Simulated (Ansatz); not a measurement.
# ZnS (Wurtzite-2H) (P6_3mc) in Ansatz: a series of runs

Runs on ZnS (Wurtzite-2H). Level: RPBE+D4. Tasks: single point, equation of state.

Program: Ansatz 0.2.0. These are calculated values, not measurements. Logs are shortened: lines on timing, memory, paths and dates and some standing lists are left out, and cuts for length are marked.

**1. Starting point**

It takes space group P6_3mc (No. 186, hexagonal). The conventional cell has a = 3.811 Å, b = 3.811 Å, c = 6.234 Å, α = 90.00°, β = 90.00°, γ = 120.00°. Zn (site symmetry 3m) has 4 S at 2.31 to 2.40 Å as nearest neighbours. S (site symmetry 3m) has 4 Zn at 2.31 to 2.40 Å as nearest neighbours.

**2. Single point, RPBE+D4, 18.43 Å³/atom (volume scaled by 0.94)**

input.yaml

```yaml
crystal:
  lattice:
    - [3.7332026603, 0.0, 0.0]
    - [-1.8666013302, 3.2330483413, 0.0]
    - [0.0, 0.0, 6.1067398017]
  atoms:
    - { symbol: Zn, position: [0.6666666667, 0.3333333333, 0.5] }
    - { symbol: Zn, position: [0.3333333333, 0.6666666667, 0.0] }
    - { symbol: S, position: [0.6666666667, 0.3333333333, 0.885] }
    - { symbol: S, position: [0.3333333333, 0.6666666667, 0.385] }
hamiltonian:
  xc: rpbe
  pseudopotentials: { kind: paw }
  dispersion: d4
kpoints:
  mp_grid: { grid: [8, 8, 5] }
scf:
  occupations: { method: fermi_dirac, width: 0.05 }
output:
  forces: true
  stress: true
  eigenvalues: true
```

Potentials or basis: Ansatz PAW.

The run is started by

```bash
> ansatz run input.yaml --threads 2 --pin off --max-ram 5120MiB --backend cpu --events-out ev --progress --plain --runs-dir out
```

What it wrote:

```text
Warning: RAYON_NUM_THREADS=2 ignored (pool sized by the plan → 2); use --threads N
Engine: ansatz 0.2.0, x86_64-unknown-linux-gnu
Pseudopotentials: kind: paw
Pseudopotential: Zn, paw, valence charge 12, recommended cutoff 420 eV (normal), Zn.paw.azcp
Pseudopotential: S, paw, valence charge 6, recommended cutoff 420 eV (normal), S.paw.azcp
Functional definition: RPBE
  parameter kappa = 0.804
  parameter beta = 0.06672455060314922
  exchange = rpbe_x(kappa = kappa, mu = beta*pi^2/3)
  correlation = pbe_c(beta = beta)
Crystal: 4 atoms, lattice volume = 73.706 Å³
Basis set: ecut = 420 eV, 1449 PW (Γ), exchange–correlation on 50×50×90 points (8 copies of the dense FFT grid, shifted against one another)
Bands: 22, of which v1, the nominal top of the filled ones, is band 18 counted from 1 (17 counted from 0)
Symmetry: 12 space group operations
Space group: P63mc (ITA 186), of the structure as read, at distance tolerance 4.2e-5 Å
k-points: 30 of 320 (time reversal used)
Non-local potential: Zn, projectors of the file, l = 0: 2, l = 1: 2, l = 2: 3, l = 3: 1
Non-local potential: S, projectors of the file, l = 0: 2, l = 1: 2, l = 2: 2
PAW form: soft (Blöchl's): semilocal exchange-correlation on the pseudo side does not see the compensation charge
PAW frozen core: Zn, regenerated for the run's functional, and the local potential with it (the file was generated under x = pbe(κ = 0.804, μ = 0.2195149727645171), c = pbe(β = 0.06672455060314922))
PAW frozen core: S, regenerated for the run's functional, and the local potential with it (the file was generated under x = pbe(κ = 0.804, μ = 0.2195149727645171), c = pbe(β = 0.06672455060314922))
PAW one-centre angular grid: Zn, 590 points (default); XC on 64 Gauss nodes
PAW one-centre angular grid: S, 110 points (default); XC on 64 Gauss nodes
Initial density: superposition of atomic densities (neutral atoms: chi_scale 0, normalization atom), corrected by the library's trained network
Initial wavefunctions: pseudopotential atomic-orbital guess
Functional: x = rpbe, c = pbe(β = 0.06672455060314922)
SCF iter   1: F=—  HF=-8465.530893 eV  |F-HF|=—  |Δ(HF+E_count)|=         —  Δρ=3.77e-3  dr2=5.63e-3  ethr=1.77e-3  ⟨swp⟩=6.1  Hψ=3253  notcnv=0
preconditioner: auto → Resta (q_TF=auto, 2.421 Å⁻¹)  ε∞=6.5  [insulator: Δε(μ)=2.711 eV  Ē_g=11.047 eV  σ=0.050 eV  W_gap=1.00  n_scr=22 (ndim 8)  ℏωp=26.0 eV  f_vac=0.030  D(μ)=0.00/eV (n_scr^D=0)  ε∞_Penn≈6.5]
SCF iter   2: F=—  HF=-8465.529573 eV  |F-HF|=—  |Δ(HF+E_count)|=   1.32e-3  Δρ=1.38e-3  dr2=1.28e-3  ethr=1.56e-5  ⟨swp⟩=2.0  Hψ=1453  notcnv=0
SCF iter   3: F=—  HF=-8465.529584 eV  |F-HF|=—  |Δ(HF+E_count)|=   1.15e-5  Δρ=9.83e-4  dr2=5.62e-4  ethr=3.57e-6  ⟨swp⟩=2.0  Hψ=1036  notcnv=0
SCF iter   4: F=—  HF=-8465.529882 eV  |F-HF|=—  |Δ(HF+E_count)|=   2.98e-4  Δρ=4.20e-4  dr2=1.41e-4  ethr=1.56e-6  ⟨swp⟩=1.9  Hψ=927  notcnv=0
SCF iter   5: F=—  HF=-8465.529994 eV  |F-HF|=—  |Δ(HF+E_count)|=   1.12e-4  Δρ=9.42e-5  dr2=9.48e-6  ethr=3.91e-7  ⟨swp⟩=2.1  Hψ=1165  notcnv=0
SCF iter   6: F=—  HF=-8465.530017 eV  |F-HF|=—  |Δ(HF+E_count)|=   2.31e-5  Δρ=1.56e-5  dr2=3.17e-7  ethr=2.63e-8  ⟨swp⟩=2.0  Hψ=1200  notcnv=0
SCF iter   7: F=-8465.530019 eV  HF=-8465.530019 eV  |F-HF|=4.47e-8  |Δ(HF+E_count)|=   1.49e-6  Δρ=4.85e-6  dr2=1.78e-8  ethr=2.78e-10  ⟨swp⟩=7.1  Hψ=3238  notcnv=0
SCF 1 converged in 7 iterations: F = -8465.530019 eV  dr2 = 1.78e-8
SCF converged after 7 iterations
Free energy (F): -8465.530019 eV
Harris-Foulkes:  -8465.530019 eV  (|F-HF|=4.47e-8)
Internal energy: -8465.530019 eV  (E = F + TS)
E sigma→0 (E₀):  -8465.530019 eV
Fermi energy:    8.197833 eV
--- Per-component energies (eV) ---
  E_band       = 39.498226
  E_kinetic    = 480.547244
  E_local      = -4000.246357  (includes V_loc(G=0)·N_el)
  E_nonlocal   = 1283.518818
  E_hartree    = 1678.496147
  E_xc         = -472.120259
  E_vxc        = -280.958844  (∫ρ·V_xc dr)
  E_paw        = -4872.470520  (= ΣΔE_a)
  E_vpaw       = -800.355442  (= ΣTr[D̂ρ^β])
  E_aug_tail   = -0.000741  (compensation charges beyond the density's cutoff)
  E_ewald      = -2560.431795
  E_disp       = -2.601429  (pairwise vdW)
  E_core_change = -0.221126  (= ΣΔE_core)
  E_smearing   = -0.000000  (= −TS)
  E_closure    = -0.000000  (closes the sum)
  Σ components = -8465.530019   (vs F -8465.530019, Δ=0.00e0)
--- Forces (eV/Å), atoms counted from 1 ---
  atom   1  Zn    -0.00000000    -0.00000000     0.40404551
  atom   2  Zn     0.00000000     0.00000000     0.40404551
  atom   3  S      0.00000000    -0.00000000    -0.40405753
  atom   4  S      0.00000000     0.00000000    -0.40405753
  max |Σ_I F_I| component: 2.41e-5 eV/Å
--- Stress (GPa, compression-positive) ---
        5.132732       0.000000      -0.000000
        0.000000       5.132732      -0.000000
       -0.000000      -0.000000       1.785358
  P = ⅓ Tr σ = 4.0169 GPa (40.169 kbar)
--- Band table (eV; the first three rows and the last of 30) ---
  k-point 0: bands = ["-6.8234", "-5.7913", "0.2198", "0.2198", "0.2918", "0.2918", "0.3043", "0.7808", "0.7808", "0.8752", "0.8752", "1.0036", "1.3160", "5.8786", "5.8786", "6.8012", "6.8090", "6.8090", "9.5172", "10.0312", "13.1005", "13.1005"]
  k-point 1: bands = ["-6.7395", "-5.9084", "0.2239", "0.2239", "0.2821", "0.2821", "0.2956", "0.6030", "0.7920", "0.7920", "0.8685", "0.8685", "2.0681", "5.9606", "5.9606", "6.0337", "6.7123", "6.7123", "10.1442", "10.1536", "13.1524", "13.1524"]
  k-point 2: bands = ["-6.5079", "-6.1928", "0.2374", "0.2374", "0.2596", "0.2596", "0.2926", "0.3619", "0.8193", "0.8193", "0.8485", "0.8485", "3.2634", "4.6540", "6.1814", "6.1814", "6.4679", "6.4679", "10.4521", "10.7010", "13.3591", "13.3591"]
  k-point 29: bands = ["-5.5301", "-5.4807", "0.3537", "0.4085", "0.4303", "0.5046", "0.6252", "0.6314", "0.7923", "0.7943", "1.1294", "1.1888", "1.7522", "1.9009", "3.3824", "3.8972", "5.1835", "5.4335", "11.3868", "11.7317", "12.9330", "13.4347"]
```

Run time: 2.4 s. Hardware: 2 threads of AMD EPYC 7R43 (Zen 3), shared host; peak memory 0.39 GiB.

What came out:

```
Free energy            : -8465.5300 eV
Pressure               : 4.0 GPa
Largest force          : 0.404 eV/Å
Band gap on the k mesh : 2.71 eV, direct
```

Caveat: odd divisions of the mesh miss points on the zone boundary, where band edges often lie, so the gap on the mesh can be too wide; the PAW data sets come from PBE, with cores solved anew for the run's functional, which leaves a small shift of forces and pressure.

**3. Single point, RPBE+D4, 18.82 Å³/atom (volume scaled by 0.96)**

Edit input.yaml of step 2 so:

```diff
@@ -2,5 +2,5 @@
   lattice:
-    - [3.7332026603, 0.0, 0.0]
-    - [-1.8666013302, 3.2330483413, 0.0]
-    - [0.0, 0.0, 6.1067398017]
+    - [3.7594936861, 0.0, 0.0]
+    - [-1.8797468431, 3.2558170375, 0.0]
+    - [0.0, 0.0, 6.1497464286]
   atoms:
```

Potentials or basis: Ansatz PAW.

The run is started by

```bash
> ansatz run input.yaml --threads 2 --pin off --max-ram 5120MiB --backend cpu --events-out ev --progress --plain --runs-dir out
```

Wall time 2.5 s (2 threads of AMD EPYC 7R43 (Zen 3), shared host); peak memory 0.39 GiB.

It converged, with:

- Free energy: -8465.5601 eV
- Pressure: 2.2 GPa
- Largest force: 0.375 eV/Å
- Band gap on the k mesh: 2.61 eV, direct

Caveat: odd divisions of the mesh miss points on the zone boundary, where band edges often lie, so the gap on the mesh can be too wide; the PAW data sets come from PBE, with cores solved anew for the run's functional, which leaves a small shift of forces and pressure.

**4. Single point, RPBE+D4, 19.21 Å³/atom (volume scaled by 0.98)**

Edit input.yaml of step 3 so:

```diff
@@ -2,5 +2,5 @@
   lattice:
-    - [3.7594936861, 0.0, 0.0]
-    - [-1.8797468431, 3.2558170375, 0.0]
-    - [0.0, 0.0, 6.1497464286]
+    - [3.7854220481, 0.0, 0.0]
+    - [-1.8927110241, 3.2782716577, 0.0]
+    - [0.0, 0.0, 6.1921598132]
   atoms:
```

The run is started by

```bash
> ansatz run input.yaml --threads 2 --pin off --max-ram 5120MiB --backend cpu --events-out ev --progress --plain --runs-dir out
```

It took 2.5 s on 2 threads of AMD EPYC 7R43 (Zen 3), shared host; peak memory 0.39 GiB.

The run converged. Its results:

```yaml
Free_energy: -8465.5731 eV
Pressure: 0.5 GPa
Largest_force: 0.348 eV/Å
Band_gap_on_the_k_mesh: 2.52 eV, direct
```

Caveat: odd divisions of the mesh miss points on the zone boundary, where band edges often lie, so the gap on the mesh can be too wide; the PAW data sets come from PBE, with cores solved anew for the run's functional, which leaves a small shift of forces and pressure.

**5. Single point, RPBE+D4, 19.60 Å³/atom**

Edit input.yaml of step 4 so:

```diff
@@ -2,5 +2,5 @@
   lattice:
-    - [3.7854220481, 0.0, 0.0]
-    - [-1.8927110241, 3.2782716577, 0.0]
-    - [0.0, 0.0, 6.1921598132]
+    - [3.811, 0.0, 0.0]
+    - [-1.9055, 3.3004228138, 0.0]
+    - [0.0, 0.0, 6.234]
   atoms:
@@ -22 +22,5 @@
   eigenvalues: true
+  write_density: true
+  write_potential: true
+  elf: true
+  volumetric_format: npy
```

The run is started by

```bash
> ansatz run input.yaml --threads 2 --pin off --max-ram 5120MiB --backend cpu --events-out ev --progress --plain --runs-dir out
```

Run time: 4 s. Hardware: 2 threads of AMD EPYC 7R43 (Zen 3), shared host; peak memory 0.39 GiB.

The run converged. Its results:

```yaml
Free_energy: -8465.5707 eV
Pressure: -1.0 GPa
Largest_force: 0.322 eV/Å
Band_gap_on_the_k_mesh: 2.42 eV, direct
```

Caveat: odd divisions of the mesh miss points on the zone boundary, where band edges often lie, so the gap on the mesh can be too wide; the PAW data sets come from PBE, with cores solved anew for the run's functional, which leaves a small shift of forces and pressure.

**6. Single point, RPBE+D4, 19.99 Å³/atom (volume scaled by 1.02)**

Edit input.yaml of step 5 so:

```diff
@@ -2,5 +2,5 @@
   lattice:
-    - [3.811, 0.0, 0.0]
-    - [-1.9055, 3.3004228138, 0.0]
-    - [0.0, 0.0, 6.234]
+    - [3.8362391461, 0.0, 0.0]
+    - [-1.9181195731, 3.3222805555, 0.0]
+    - [0.0, 0.0, 6.2752859714]
   atoms:
```

Potentials or basis: Ansatz PAW.

The run is started by

```bash
> ansatz run input.yaml --threads 2 --pin off --max-ram 5120MiB --backend cpu --events-out ev --progress --plain --runs-dir out
```

Run time: 4.3 s. Hardware: 2 threads of AMD EPYC 7R43 (Zen 3), shared host; peak memory 0.4 GiB.

The run converged. Its results:

| Quantity | Value |
| --- | --- |
| Free energy | -8465.5546 eV |
| Pressure | -2.3 GPa |
| Largest force | 0.299 eV/Å |
| Band gap on the k mesh | 2.33 eV, direct |

Caveat: odd divisions of the mesh miss points on the zone boundary, where band edges often lie, so the gap on the mesh can be too wide; the PAW data sets come from PBE, with cores solved anew for the run's functional, which leaves a small shift of forces and pressure.

**7. Single point, RPBE+D4, 20.39 Å³/atom (volume scaled by 1.04)**

Edit input.yaml of step 6 so:

```diff
@@ -2,5 +2,5 @@
   lattice:
-    - [3.8362391461, 0.0, 0.0]
-    - [-1.9181195731, 3.3222805555, 0.0]
-    - [0.0, 0.0, 6.2752859714]
+    - [3.861150488, 0.0, 0.0]
+    - [-1.930575244, 3.3438544104, 0.0]
+    - [0.0, 0.0, 6.3160357234]
   atoms:
@@ -22,5 +22 @@
   eigenvalues: true
-  write_density: true
-  write_potential: true
-  elf: true
-  volumetric_format: npy
```

The run is started by

```bash
> ansatz run input.yaml --threads 2 --pin off --max-ram 5120MiB --backend cpu --events-out ev --progress --plain --runs-dir out
```

It took 2.6 s on 2 threads of AMD EPYC 7R43 (Zen 3), shared host; peak memory 0.39 GiB.

It converged, with:

```
Free energy            : -8465.5263 eV
Pressure               : -3.5 GPa
Largest force          : 0.277 eV/Å
Band gap on the k mesh : 2.24 eV, direct
```

Caveat: odd divisions of the mesh miss points on the zone boundary, where band edges often lie, so the gap on the mesh can be too wide; the PAW data sets come from PBE, with cores solved anew for the run's functional, which leaves a small shift of forces and pressure.

**8. Single point, RPBE+D4, 20.78 Å³/atom (volume scaled by 1.06)**

Edit input.yaml of step 7 so:

```diff
@@ -2,5 +2,5 @@
   lattice:
-    - [3.861150488, 0.0, 0.0]
-    - [-1.930575244, 3.3438544104, 0.0]
-    - [0.0, 0.0, 6.3160357234]
+    - [3.8857444663, 0.0, 0.0]
+    - [-1.9428722331, 3.3651534204, 0.0]
+    - [0.0, 0.0, 6.356266335]
   atoms:
@@ -22 +22,5 @@
   eigenvalues: true
+  write_density: true
+  write_potential: true
+  elf: true
+  volumetric_format: npy
```

The run is started by

```bash
> ansatz run input.yaml --threads 2 --pin off --max-ram 5120MiB --backend cpu --events-out ev --progress --plain --runs-dir out
```

Wall time 3.5 s (2 threads of AMD EPYC 7R43 (Zen 3), shared host); peak memory 0.4 GiB.

The run converged. Its results:

- Free energy: -8465.4869 eV
- Pressure: -4.5 GPa
- Largest force: 0.256 eV/Å
- Band gap on the k mesh: 2.15 eV, direct

Caveat: odd divisions of the mesh miss points on the zone boundary, where band edges often lie, so the gap on the mesh can be too wide; the PAW data sets come from PBE, with cores solved anew for the run's functional, which leaves a small shift of forces and pressure.

**9. Equation of state, RPBE+D4**

Potentials or basis: Ansatz PAW.

No new run: the results of the series are fitted here.

What came out:

* Equilibrium volume: 19.34 Å³/atom
* Bulk modulus at fixed shape and positions: 74 GPa
* Pressure derivative of the bulk modulus: 4.5

Energy against volume, from the lowest point:
| volume (Å³/atom) | energy (meV/atom) |
| --- | --- |
| 18.427 | 10.77 |
| 18.819 | 3.24 |
| 19.211 | 0.00 |
| 19.603 | 0.59 |
| 19.995 | 4.61 |
| 20.387 | 11.70 |
| 20.779 | 21.54 |

Caveat: the potentials were made for another functional, which shifts forces and pressure; the cell was scaled at fixed shape and fractional positions, which overstates the stiffness of a crystal with free parameters, most of all of layers and chains.
